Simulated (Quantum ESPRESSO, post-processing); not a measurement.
# 2H-MoS2, 1 layer: a series in biaxial strain, part 6 of 6

What law, if any, do the results for 2H-MoS2, 1 layer follow against biaxial strain?

Quantum ESPRESSO 7.5; plane-wave DFT, PBE, GBRV ultrasoft pseudopotentials.

So far. Step 7 (Relaxing the ions, -3 %): The relaxation lowers the energy by 7 meV an atom. Step 9 (Relaxation with pw.x, 3 %): The relaxation lowers the energy by 5 meV an atom.

## Step 10: Ground state, 3 %

The input, m7.scf.in:

```
&control
  prefix = 'm7.scf'
  outdir = './out'
  pseudo_dir = './pseudo'
  calculation = 'scf'
  tprnfor = .true.
/
&system
  ibrav = 0
  nat = 3
  ntyp = 2
  ecutwfc = 40
  ecutrho = 200
  occupations = 'smearing'
  smearing = 'fd'
  degauss = 0.002
  nbnd = 17
/
&electrons
  conv_thr = 1e-09
  mixing_beta = 0.4
  electron_maxstep = 120
  mixing_mode = 'plain'
/
ATOMIC_SPECIES
  S   32.0600  s_pbe_v1.4.uspp.F.UPF
  Mo  95.9500  mo_pbe_v1.uspp.F.UPF
CELL_PARAMETERS angstrom
  3.27852428664000 0.00000000000000 0.00000000000000
  -1.63926214332000 2.83928531864000 0.00000000000000
  0.00000000000000 0.00000000000000 18.26259773800000
ATOMIC_POSITIONS crystal
  S   0.333333333300 0.666666666700 0.416101675500
  Mo  0.000000000000 0.000000000000 0.500000000000
  S   0.333333333300 0.666666666700 0.583898324500
K_POINTS automatic
  12 12 1 0 0 0
```

Launch:

```sh
> OMP_NUM_THREADS=1 mpirun -n 4 pw.x -nk 4 -in m7.scf.in > m7.scf.out
```

Output:

```text
[banner, memory and clock lines left out]
Program PWSCF v.7.5 starts
[...]
Message from routine setup:
[...]
number of electrons       =        26.00
     number of Kohn-Sham states=           17
     kinetic-energy cutoff     =      40.0000  Ry
     charge density cutoff     =     200.0000  Ry
[...]
number of k points=    19  Fermi-Dirac smearing, width (Ry)=  0.0020
[...]
Dense  grid:    54611 G-vectors     FFT dimensions: (  27,  27, 160)
[...]
negative rho (up, down):  2.508E-03 0.000E+00
     Starting wfcs are   21 randomized atomic wfcs
[...]
negative rho (up, down):  2.543E-03 0.000E+00
[...]
estimated scf accuracy    <       0.08573453 Ry
[...]
negative rho (up, down):  2.553E-03 0.000E+00
[...]
estimated scf accuracy    <       0.01208333 Ry
[...]
negative rho (up, down):  2.568E-03 0.000E+00
[...]
estimated scf accuracy    <       0.01145959 Ry
[...]
negative rho (up, down):  2.554E-03 0.000E+00
[...]
estimated scf accuracy    <       0.00138614 Ry
[...]
negative rho (up, down):  2.552E-03 0.000E+00
[...]
estimated scf accuracy    <       0.00012309 Ry
[...]
negative rho (up, down):  2.547E-03 0.000E+00
[...]
estimated scf accuracy    <       0.00000396 Ry
[...]
negative rho (up, down):  2.542E-03 0.000E+00
[...]
estimated scf accuracy    <       0.00000418 Ry
[...]
negative rho (up, down):  2.542E-03 0.000E+00
[...]
estimated scf accuracy    <       0.00000167 Ry
[...]
negative rho (up, down):  2.542E-03 0.000E+00
[...]
estimated scf accuracy    <       0.00000009 Ry
[...]
negative rho (up, down):  2.542E-03 0.000E+00
[...]
estimated scf accuracy    <       0.00000003 Ry
[...]
negative rho (up, down):  2.542E-03 0.000E+00
[...]
estimated scf accuracy    <       0.00000002 Ry
[...]
negative rho (up, down):  2.542E-03 0.000E+00
[...]
the Fermi energy is    -0.0835 ev
!    total energy              =    -187.72619918 Ry
     estimated scf accuracy    <          2.6E-11 Ry
     smearing contrib. (-TS)   =      -0.00000000 Ry
     internal energy E=F+TS    =    -187.72619918 Ry
[...]
one-electron contribution =    -931.33541972 Ry
     hartree contribution      =     466.13031861 Ry
     xc contribution           =     -36.18139785 Ry
     ewald contribution        =     313.66029978 Ry
     convergence has been achieved in  12 iterations
     negative rho (up, down):  2.542E-03 0.000E+00
[...]
Total force =     0.000354     Total SCF correction =     0.000009
[...]
```

Run time: 20 s. Hardware: 4 MPI ranks of Intel Xeon at 2.70GHz, shared host; peak memory 0.49 GiB.

Read from the output:

```
free energy                          : -2554.1451 eV
Fermi energy                         : -0.0835 eV
valence top, on the run's zero       : -0.5791 eV
conduction bottom, on the run's zero : 0.4241 eV
gap by band count                    : 1.003 eV
```

## Step 11: Relaxation with pw.x, 4 %

The input, m8.relax.in:

```
&control
  prefix = 'm8.relax'
  outdir = './out'
  pseudo_dir = './pseudo'
  nstep = 40
  forc_conv_thr = 0.0003
  calculation = 'relax'
  tstress = .true.
/
&system
  ibrav = 0
  nat = 3
  ntyp = 2
  ecutwfc = 50
  ecutrho = 250
  occupations = 'smearing'
  smearing = 'fd'
  degauss = 0.002
/
&electrons
  conv_thr = 1e-09
  mixing_beta = 0.4
  electron_maxstep = 120
  mixing_mode = 'plain'
/
&ions
/
ATOMIC_SPECIES
  S   32.0600  s_pbe_v1.4.uspp.F.UPF
  Mo  95.9500  mo_pbe_v1.uspp.F.UPF
CELL_PARAMETERS angstrom
  3.31035461952000 0.00000000000000 0.00000000000000
  -1.65517730976000 2.86685119552000 0.00000000000000
  0.00000000000000 0.00000000000000 18.26259773800000
ATOMIC_POSITIONS crystal
  S   0.333333333300 0.666666666700 0.414453300800
  Mo  0.000000000000 0.000000000000 0.500000000000
  S   0.333333333300 0.666666666700 0.585546699200
K_POINTS automatic
  12 12 1 0 0 0
```

Launch:

```sh
> OMP_NUM_THREADS=1 mpirun -n 4 pw.x -nk 4 -in m8.relax.in > m8.relax.out
```

Output:

```text
[banner, memory and clock lines left out]
Program PWSCF v.7.5 starts
[...]
Message from routine setup:
[...]
number of electrons       =        26.00
     number of Kohn-Sham states=           17
     kinetic-energy cutoff     =      50.0000  Ry
     charge density cutoff     =     250.0000  Ry
[...]
number of k points=    19  Fermi-Dirac smearing, width (Ry)=  0.0020
[...]
Dense  grid:    78197 G-vectors     FFT dimensions: (  32,  32, 180)
[...]
negative rho (up, down):  2.401E-03 0.000E+00
     Starting wfcs are   21 randomized atomic wfcs
[...]
negative rho (up, down):  2.445E-03 0.000E+00
[...]
estimated scf accuracy    <       0.08020296 Ry
[...]
negative rho (up, down):  2.474E-03 0.000E+00
[...]
estimated scf accuracy    <       0.00920866 Ry
[...]
negative rho (up, down):  2.477E-03 0.000E+00
[...]
estimated scf accuracy    <       0.00211976 Ry
[...]
negative rho (up, down):  2.466E-03 0.000E+00
[...]
estimated scf accuracy    <       0.00243879 Ry
[...]
negative rho (up, down):  2.464E-03 0.000E+00
[...]
estimated scf accuracy    <       0.00005477 Ry
[...]
negative rho (up, down):  2.460E-03 0.000E+00
[...]
estimated scf accuracy    <       0.00000347 Ry
[...]
negative rho (up, down):  2.457E-03 0.000E+00
[...]
estimated scf accuracy    <       0.00000094 Ry
[...]
negative rho (up, down):  2.457E-03 0.000E+00
[...]
estimated scf accuracy    <       0.00000090 Ry
[...]
negative rho (up, down):  2.457E-03 0.000E+00
[...]
estimated scf accuracy    <          6.6E-09 Ry
[...]
negative rho (up, down):  2.458E-03 0.000E+00
[...]
estimated scf accuracy    <       0.00000002 Ry
[...]
negative rho (up, down):  2.458E-03 0.000E+00
[...]
estimated scf accuracy    <       0.00000001 Ry
[...]
negative rho (up, down):  2.458E-03 0.000E+00
[...]
the Fermi energy is    -0.2074 ev
!    total energy              =    -187.72100988 Ry
     estimated scf accuracy    <          5.3E-10 Ry
     smearing contrib. (-TS)   =      -0.00000000 Ry
     internal energy E=F+TS    =    -187.72100988 Ry
[...]
one-electron contribution =    -908.15397415 Ry
     hartree contribution      =     454.45155189 Ry
     xc contribution           =     -36.09605900 Ry
     ewald contribution        =     302.07747139 Ry
     convergence has been achieved in  12 iterations
     negative rho (up, down):  2.458E-03 0.000E+00
[...]
Total force =     0.036796     Total SCF correction =     0.000073
[...]
negative rho (up, down):  2.458E-03 0.000E+00
[...]
negative rho (up, down):  2.472E-03 0.000E+00
[...]
negative rho (up, down):  2.470E-03 0.000E+00
[...]
estimated scf accuracy    <       0.00006058 Ry
[...]
negative rho (up, down):  2.468E-03 0.000E+00
[...]
estimated scf accuracy    <       0.00010070 Ry
[...]
negative rho (up, down):  2.466E-03 0.000E+00
[...]
estimated scf accuracy    <       0.00000417 Ry
[...]
negative rho (up, down):  2.466E-03 0.000E+00
[...]
estimated scf accuracy    <       0.00000076 Ry
[...]
negative rho (up, down):  2.465E-03 0.000E+00
[...]
estimated scf accuracy    <       0.00000004 Ry
[...]
negative rho (up, down):  2.465E-03 0.000E+00
[...]
estimated scf accuracy    <       0.00000002 Ry
[...]
negative rho (up, down):  2.465E-03 0.000E+00
[...]
estimated scf accuracy    <          3.9E-09 Ry
[...]
negative rho (up, down):  2.465E-03 0.000E+00
[...]
the Fermi energy is    -0.2054 ev
!    total energy              =    -187.72213610 Ry
     estimated scf accuracy    <          8.2E-10 Ry
     smearing contrib. (-TS)   =      -0.00000000 Ry
     internal energy E=F+TS    =    -187.72213610 Ry
[...]
one-electron contribution =    -911.43240655 Ry
     hartree contribution      =     456.08135551 Ry
     xc contribution           =     -36.11542784 Ry
     ewald contribution        =     303.74434278 Ry
     convergence has been achieved in   8 iterations
     negative rho (up, down):  2.465E-03 0.000E+00
[...]
Total force =     0.024332     Total SCF correction =     0.000094
[...]
negative rho (up, down):  2.465E-03 0.000E+00
[...]
negative rho (up, down):  2.481E-03 0.000E+00
[...]
negative rho (up, down):  2.479E-03 0.000E+00
[...]
estimated scf accuracy    <       0.00006912 Ry
[...]
negative rho (up, down):  2.477E-03 0.000E+00
[...]
estimated scf accuracy    <       0.00010260 Ry
[...]
negative rho (up, down):  2.474E-03 0.000E+00
[...]
estimated scf accuracy    <       0.00000515 Ry
[...]
negative rho (up, down):  2.474E-03 0.000E+00
[...]
estimated scf accuracy    <       0.00000078 Ry
[...]
negative rho (up, down):  2.474E-03 0.000E+00
[...]
estimated scf accuracy    <       0.00000006 Ry
[...]
negative rho (up, down):  2.474E-03 0.000E+00
[...]
estimated scf accuracy    <       0.00000001 Ry
[...]
negative rho (up, down):  2.474E-03 0.000E+00
[...]
estimated scf accuracy    <          3.8E-09 Ry
[...]
negative rho (up, down):  2.474E-03 0.000E+00
[...]
estimated scf accuracy    <          8.1E-10 Ry
[...]
negative rho (up, down):  2.474E-03 0.000E+00
[...]
estimated scf accuracy    <          1.6E-10 Ry
[...]
negative rho (up, down):  2.474E-03 0.000E+00
[...]
the Fermi energy is    -0.2112 ev
!    total energy              =    -187.72283286 Ry
     estimated scf accuracy    <          1.2E-11 Ry
     smearing contrib. (-TS)   =      -0.00000000 Ry
     internal energy E=F+TS    =    -187.72283286 Ry
[...]
one-electron contribution =    -915.03663758 Ry
     hartree contribution      =     457.87186371 Ry
     xc contribution           =     -36.13703012 Ry
     ewald contribution        =     305.57897113 Ry
     convergence has been achieved in  10 iterations
     negative rho (up, down):  2.474E-03 0.000E+00
[...]
Total force =     0.010006     Total SCF correction =     0.000009
[...]
negative rho (up, down):  2.474E-03 0.000E+00
[...]
negative rho (up, down):  2.485E-03 0.000E+00
[...]
negative rho (up, down):  2.483E-03 0.000E+00
[...]
estimated scf accuracy    <       0.00003415 Ry
[...]
negative rho (up, down):  2.482E-03 0.000E+00
[...]
estimated scf accuracy    <       0.00004905 Ry
[...]
negative rho (up, down):  2.480E-03 0.000E+00
[...]
estimated scf accuracy    <       0.00000254 Ry
[...]
negative rho (up, down):  2.480E-03 0.000E+00
[...]
estimated scf accuracy    <       0.00000033 Ry
[...]
negative rho (up, down):  2.480E-03 0.000E+00
[...]
estimated scf accuracy    <       0.00000002 Ry
[...]
negative rho (up, down):  2.480E-03 0.000E+00
[...]
estimated scf accuracy    <          1.3E-09 Ry
[...]
negative rho (up, down):  2.480E-03 0.000E+00
[...]
estimated scf accuracy    <          1.5E-09 Ry
[...]
negative rho (up, down):  2.480E-03 0.000E+00
[...]
estimated scf accuracy    <          1.4E-10 Ry
[...]
negative rho (up, down):  2.480E-03 0.000E+00
[...]
the Fermi energy is    -0.2151 ev
!    total energy              =    -187.72297021 Ry
     estimated scf accuracy    <          1.4E-11 Ry
     smearing contrib. (-TS)   =      -0.00000000 Ry
     internal energy E=F+TS    =    -187.72297021 Ry
[...]
one-electron contribution =    -917.55419568 Ry
     hartree contribution      =     459.12245377 Ry
     xc contribution           =     -36.15232563 Ry
     ewald contribution        =     306.86109733 Ry
     convergence has been achieved in   9 iterations
     negative rho (up, down):  2.480E-03 0.000E+00
[...]
Total force =     0.000341     Total SCF correction =     0.000012
[...]
negative rho (up, down):  2.480E-03 0.000E+00
[...]
negative rho (up, down):  2.479E-03 0.000E+00
[...]
negative rho (up, down):  2.479E-03 0.000E+00
[...]
estimated scf accuracy    <       0.00000003 Ry
[...]
negative rho (up, down):  2.479E-03 0.000E+00
[...]
estimated scf accuracy    <       0.00000004 Ry
[...]
negative rho (up, down):  2.479E-03 0.000E+00
[...]
estimated scf accuracy    <          2.9E-09 Ry
[...]
negative rho (up, down):  2.480E-03 0.000E+00
[...]
estimated scf accuracy    <          2.7E-10 Ry
[...]
negative rho (up, down):  2.480E-03 0.000E+00
[...]
estimated scf accuracy    <          4.5E-11 Ry
[...]
negative rho (up, down):  2.480E-03 0.000E+00
[...]
the Fermi energy is    -0.2147 ev
!    total energy              =    -187.72297037 Ry
     estimated scf accuracy    <          1.9E-12 Ry
     smearing contrib. (-TS)   =      -0.00000000 Ry
     internal energy E=F+TS    =    -187.72297036 Ry
[...]
one-electron contribution =    -917.47135378 Ry
     hartree contribution      =     459.08133440 Ry
     xc contribution           =     -36.15182011 Ry
     ewald contribution        =     306.81886913 Ry
     convergence has been achieved in   6 iterations
     negative rho (up, down):  2.480E-03 0.000E+00
[...]
Total force =     0.000005     Total SCF correction =     0.000000
[...]
negative rho (up, down):  2.480E-03 0.000E+00
[...]
```

It took 2.1 min on 4 MPI ranks; peak memory 0.64 GiB.

The steps of the relaxation:

```csv
step,energy less that of the first step (eV),largest force (eV/Å)
1,0.0000,0.6690
2,-0.0153,0.4424
3,-0.0248,0.1819
4,-0.0267,0.0062
5,-0.0267,0.0001
```

The atoms that moved most (Å):

```csv
atom,dx,dy,dz,length
S1,0.000,0.000,0.039,0.039
S3,0.000,0.000,-0.039,0.039
```

The relaxed structure:

```
CELL_PARAMETERS angstrom
3.31035 0.00000 0.00000
-1.65518 2.86685 0.00000
0.00000 0.00000 18.26260
ATOMIC_POSITIONS crystal
S 0.33333 0.66667 0.41660
Mo 0.00000 0.00000 0.50000
S 0.33333 0.66667 0.58340
```

The relaxation lowers the energy by 9 meV an atom.

Read from the output:

* free energy: -2554.1011 eV
* Fermi energy: -0.2147 eV

## Step 12: SCF with pw.x, 4 %

The input, m8.scf.in:

```
&control
  prefix = 'm8.scf'
  outdir = './out'
  pseudo_dir = './pseudo'
  calculation = 'scf'
  tprnfor = .true.
/
&system
  ibrav = 0
  nat = 3
  ntyp = 2
  ecutwfc = 40
  ecutrho = 200
  occupations = 'smearing'
  smearing = 'fd'
  degauss = 0.002
  nbnd = 17
/
&electrons
  conv_thr = 1e-09
  mixing_beta = 0.4
  electron_maxstep = 120
  mixing_mode = 'plain'
/
ATOMIC_SPECIES
  S   32.0600  s_pbe_v1.4.uspp.F.UPF
  Mo  95.9500  mo_pbe_v1.uspp.F.UPF
CELL_PARAMETERS angstrom
  3.31035461952000 0.00000000000000 0.00000000000000
  -1.65517730976000 2.86685119552000 0.00000000000000
  0.00000000000000 0.00000000000000 18.26259773800000
ATOMIC_POSITIONS crystal
  S   0.333333333300 0.666666666700 0.416596762800
  Mo  0.000000000000 0.000000000000 0.500000000000
  S   0.333333333300 0.666666666700 0.583403237200
K_POINTS automatic
  12 12 1 0 0 0
```

Launch:

```sh
> OMP_NUM_THREADS=1 mpirun -n 4 pw.x -nk 4 -in m8.scf.in > m8.scf.out
```

Output:

```text
[banner, memory and clock lines left out]
Program PWSCF v.7.5 starts
[...]
Message from routine setup:
[...]
number of electrons       =        26.00
     number of Kohn-Sham states=           17
     kinetic-energy cutoff     =      40.0000  Ry
     charge density cutoff     =     200.0000  Ry
[...]
number of k points=    19  Fermi-Dirac smearing, width (Ry)=  0.0020
[...]
Dense  grid:    55805 G-vectors     FFT dimensions: (  30,  30, 160)
[...]
negative rho (up, down):  2.581E-03 0.000E+00
     Starting wfcs are   21 randomized atomic wfcs
[...]
negative rho (up, down):  2.622E-03 0.000E+00
[...]
estimated scf accuracy    <       0.08171462 Ry
[...]
negative rho (up, down):  2.647E-03 0.000E+00
[...]
estimated scf accuracy    <       0.00952658 Ry
[...]
negative rho (up, down):  2.650E-03 0.000E+00
[...]
estimated scf accuracy    <       0.00221938 Ry
[...]
negative rho (up, down):  2.640E-03 0.000E+00
[...]
estimated scf accuracy    <       0.00224588 Ry
[...]
negative rho (up, down):  2.637E-03 0.000E+00
[...]
estimated scf accuracy    <       0.00004742 Ry
[...]
negative rho (up, down):  2.633E-03 0.000E+00
[...]
estimated scf accuracy    <       0.00000323 Ry
[...]
negative rho (up, down):  2.630E-03 0.000E+00
[...]
estimated scf accuracy    <       0.00000064 Ry
[...]
negative rho (up, down):  2.630E-03 0.000E+00
[...]
estimated scf accuracy    <       0.00000067 Ry
[...]
negative rho (up, down):  2.631E-03 0.000E+00
[...]
estimated scf accuracy    <          4.6E-09 Ry
[...]
negative rho (up, down):  2.631E-03 0.000E+00
[...]
estimated scf accuracy    <       0.00000002 Ry
[...]
negative rho (up, down):  2.631E-03 0.000E+00
[...]
estimated scf accuracy    <          1.2E-09 Ry
[...]
negative rho (up, down):  2.631E-03 0.000E+00
[...]
the Fermi energy is    -0.2143 ev
!    total energy              =    -187.72201820 Ry
     estimated scf accuracy    <          3.3E-10 Ry
     smearing contrib. (-TS)   =      -0.00000000 Ry
     internal energy E=F+TS    =    -187.72201820 Ry
[...]
one-electron contribution =    -917.47066756 Ry
     hartree contribution      =     459.08167843 Ry
     xc contribution           =     -36.15189810 Ry
     ewald contribution        =     306.81886903 Ry
     convergence has been achieved in  12 iterations
     negative rho (up, down):  2.631E-03 0.000E+00
[...]
Total force =     0.000141     Total SCF correction =     0.000052
[...]
```

The job ended after 23 s (4 MPI ranks; peak memory 0.5 GiB; 91 s of CPU time).

This step gave:

| Item | Value |
| --- | --- |
| free energy | -2554.0882 eV |
| Fermi energy | -0.2143 eV |
| valence top, on the run's zero | -0.6139 eV |
| conduction bottom, on the run's zero | 0.1988 eV |
| gap by band count | 0.8127 eV |

## Step 13: The series side by side

The series in one table, energies over the lowest:

```csv
biaxial strain,energy (eV),gap along the path (eV),upper vacuum level over the valence top of the mesh (eV),lower vacuum level over that top (eV)
-4 %,0.1570,1.718,5.771,5.771
-3 %,0.0869,1.784,5.813,5.813
-2 %,0.0379,1.846,5.86,5.86
-1 %,0.0095,1.796,5.908,5.908
0 %,0.0000,1.663,5.943,5.943
1 %,0.0086,1.43,5.87,5.87
2 %,0.0343,1.21,5.805,5.805
3 %,0.0761,1.003,5.747,5.747
4 %,0.1328,0.8128,5.696,5.696
```

## Step 14: By hand

A parabola through the energies within ±2 % has E = 90.30 eV × ε² -0.081 eV × ε; for the curvature, over A = 8.774 Å² this is 90.30 × 1/8.774 × 16.02 = 165 N/m.

## Step 15: What came out

| Item | Value |
| --- | --- |
| C11 + C12 | 165 N/m |
| gap along the path, at -4 % and at 4 % | 1.72, 0.81 eV |
| upper vacuum level over the valence top of the mesh, at -4 % and at 4 % | 5.77, 5.70 eV |
| lower vacuum level over that top, at -4 % and at 4 % | 5.77, 5.70 eV |

What this shows: The series holds 9 members; C11 + C12: 165 N/m (PBE, GBRV ultrasoft). The energy is lowest near zero strain. From -4 % to 4 % the gap along the path goes from 1.72 to 0.81 eV by way of 1.85 at -2 %. From -4 % to 4 % the upper vacuum level over the valence top of the mesh goes from 5.77 to 5.70 eV by way of 5.94 at 0 %. From -4 % to 4 % the lower vacuum level over that top goes from 5.77 to 5.70 eV by way of 5.94 at 0 %. Semilocal gaps are too small; the 1×1 cell can't ripple over many cells under compression as a free sheet would. No spin-orbit coupling.

[Logs are printed without paths, hosts, clocks, repeated set-up lines and the standing remarks that a program may print on its own settings, such as how far it seeks lower states.]

[Hosts, paths, dates, database ids (printed as entryN), source tags and the programs' standing remarks are cut or masked in the printed files.]

[Maps of the electrostatic potential energy from Ansatz leave out the sawtooth potential of an applied field or a dipole correction, so their vacuum need not be flat; planar profiles and work functions include it.]
